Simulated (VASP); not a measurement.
# TePb (Fm-3m) in VASP: a series of runs, part 2 of 2

VASP 6.6.1. The steps go on from the part before.

## Step 4: Single point, PBE

run.py

```python
from ase import Atoms
from ase.calculators.vasp import Vasp
from ase.dft.bandgap import bandgap

atoms = Atoms(
    ['Pb', 'Te'],
    cell=[[0.0, 3.231, 3.231], [3.231, 0.0, 3.231], [3.231, 3.231, 0.0]],
    scaled_positions=[[0.0, 0.0, 0.0], [0.5, 0.5, 0.5]],
    pbc=True,
)
calc = Vasp(
    directory='calc',
    xc='pbe',
    pp='PBE',
    setups='recommended',
    prec='Accurate',
    encut=520,
    ediff=1e-06,
    ismear=0,
    sigma=0.02,
    lreal=False,
    lasph=True,
    nelm=100,
    algo='Fast',
    isif=2,
    lwave=False,
    lcharg=False,
    kpts=[7, 7, 7],
    gamma=True,
    nbands=17,
)
atoms.calc = calc

print('energy (eV):', atoms.get_potential_energy())
print('free energy (eV):', atoms.get_potential_energy(force_consistent=True))
print('forces (eV/A):')
print(atoms.get_forces())
print('stress (eV/A^3, Voigt):', atoms.get_stress())
print('Fermi level (eV):', calc.get_fermi_level())
gap, top, bottom = bandgap(calc)
print('band gap (eV):', gap, 'from (spin, k, band)', top, 'to', bottom)
```

Potentials or basis: VASP PAW PBE potentials, release 64 (Pb_d, Te).

On the command line:

```
$ python run.py
```

Output:

```text
energy (eV): -7.50259042
free energy (eV): -7.50259042
forces (eV/A):
[[ 0.  0. -0.]
 [ 0.  0.  0.]]
stress (eV/A^3, Voigt): [-0.01289435 -0.01289435 -0.01289435  0.         -0.          0.        ]
Fermi level (eV): 5.67949772
band gap (eV): 1.0110999999999999 from (spin, k, band) (0, np.int64(3), np.int64(9)) to (0, np.int64(3), np.int64(10))
```

OUTCAR:

```text
ENCUT = 520.000000
   EDIFF = 1.00e-06
   GGA = PE
   PREC = Accurate
   ISIF = 2
   ISMEAR = 0
   NELM = 100
   LASPH = .TRUE.
   LREAL = .FALSE.

 ion  position               nearest neighbor table
   1  0.000  0.000  0.000-   2 3.23   2 3.23   2 3.23   2 3.23   2 3.23   2 3.23
   2  0.500  0.500  0.500-   1 3.23   1 3.23   1 3.23   1 3.23   1 3.23   1 3.23

  LATTYP: Found a face centered cubic cell.
 ALAT       =     6.4620000000

  Lattice vectors:

 A1 = (   0.0000000000,   3.2310000000,   3.2310000000)
 A2 = (   3.2310000000,   0.0000000000,   3.2310000000)
 A3 = (   3.2310000000,   3.2310000000,   0.0000000000)

Analysis of symmetry for initial positions (statically):
=====================================================================
 Subroutine PRICEL returns:
 Original cell was already a primitive cell.

 Routine SETGRP: Setting up the symmetry group for a
 face centered cubic supercell.

 Subroutine GETGRP returns: Found 48 space group operations
 (whereof 48 operations were pure point group operations)
 out of a pool of 48 trial point group operations.

The static configuration has the point symmetry O_h .
[... 156 lines left out ...]

  energy without entropy =       -7.50259042  energy(sigma->0) =       -7.50259042

 E-fermi :   5.6795     XC(G=0):  -9.3008

 val. band max:        5.5204015325   @ k =   0.4286   0.0000   0.0000
 cond. band min:       6.5315245334   @ k =   0.4286   0.0000   0.0000
 fundamental gap:      1.0111230009
 Fermi energy:         5.6794977202

 k-point     1 :       0.0000    0.0000    0.0000
  band No.  band energies     occupation
      1     -11.0959      2.00000
      2     -11.0959      2.00000
      3     -11.0867      2.00000
      4     -11.0867      2.00000
      5     -11.0867      2.00000
      6      -6.3952      2.00000
[... 377 lines left out ...]
      4     -11.0751      2.00000
      5     -11.0622      2.00000
      6      -4.5912      2.00000
[... 9 lines left out ...]
     16      15.9320      0.00000
     17      16.4073      0.00000

------------------------ aborting loop because EDIFF is reached ----------------------------------------

  FORCE on cell =-STRESS in cart. coord.  units (eV):
  Direction    XX          YY          ZZ          XY          YZ          ZX
  --------------------------------------------------------------------------------------
  -------------------------------------------------------------------------------------
  Total        0.8698414      0.8698414      0.8698414      0.0000000      0.0000000      0.0000000
  in kB       20.6590235     20.6590235     20.6590235      0.0000000      0.0000000      0.0000000
  external PRESSURE =      20.6590235 kB  Pullay stress =       0.0000000 kB

 VOLUME and BASIS-vectors are now :
 -----------------------------------------------------------------------------
  energy-cutoff  :      520.00
  volume of cell :       67.46
      direct lattice vectors                 reciprocal lattice vectors
     0.000000000  3.231000000  3.231000000    -0.154750851  0.154750851  0.154750851
     3.231000000  0.000000000  3.231000000     0.154750851 -0.154750851  0.154750851
     3.231000000  3.231000000  0.000000000     0.154750851  0.154750851 -0.154750851

 POSITION                                       TOTAL-FORCE (eV/Angst)
 -----------------------------------------------------------------------------------
      0.00000      0.00000      0.00000         0.000000      0.000000     -0.000000
      3.23100      3.23100      3.23100         0.000000      0.000000      0.000000
 -----------------------------------------------------------------------------------
    total drift:                               -0.000000      0.000000      0.000000

  FREE ENERGIE OF THE ION-ELECTRON SYSTEM (eV)
  ---------------------------------------------------
  free  energy   TOTEN  =        -7.5025904154 eV

  energy  without entropy=       -7.5025904154  energy(sigma->0) =       -7.50259042
```

INCAR:

```text
ENCUT = 520.000000
SIGMA = 0.020000
EDIFF = 1.00e-06
ALGO = Fast
GGA = PE
PREC = Accurate
ISIF = 2
ISMEAR = 0
NBANDS = 17
NELM = 100
LASPH = .TRUE.
LCHARG = .FALSE.
LWAVE = .FALSE.
LREAL = .FALSE.
```

It took 26 s on 1 thread of Intel Xeon Platinum 8488C (Sapphire Rapids), shared host; peak memory 0.2 GiB.

Results:

* Free energy: -7.5026 eV
* Pressure: 2.1 GPa

Caveat: this odd mesh misses L, where the gap lies, so gap, dielectric constants and Born charges aren't listed. Spin-orbit coupling is left out, which matters for the levels of Pb, Te.
